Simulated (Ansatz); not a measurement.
A run of Ansatz 0.2.0:

File input.yaml:

```yaml
crystal:
  lattice:
    - [4.54673, 0.0, 0.0]
    - [-2.27337, 3.93758, 0.0]
    - [0.0, 0.0, 2.75393]
  atoms:
    - { symbol: Al, position: [0.33333, 0.66667, 0.5] }
    - { symbol: Al, position: [0.66667, 0.33333, 0.5] }
hamiltonian:
  xc: r2scan
  pseudopotentials: { kind: paw }
  dispersion: d4
kpoints:
  mp_grid: { grid: [7, 7, 10] }
scf:
  occupations: { method: fermi_dirac, width: 0.05 }
output:
  forces: true
  stress: true
  eigenvalues: true
relax:
  f_tol: 0.01
  max_steps: 40
  cell: { stress_tol: 0.05 }
```

Potentials or basis: Ansatz PAW.

Launch:

```sh
$ ansatz run input.yaml --threads 2 --pin off --max-ram 5632MiB --backend cpu --events-out ev --progress --plain --runs-dir out
```

Hardware: 2 threads of Arm Neoverse V2, on a shared host.

**Question.** How long does it take, and how much memory?

**Answer.** Run time: 7.1 s on 2 threads of Arm Neoverse V2, with other jobs on the host, peak memory 0.44 GiB. Counts: scf iterations 19, plane waves 1191, k points 48, bands 7, ion steps 5.
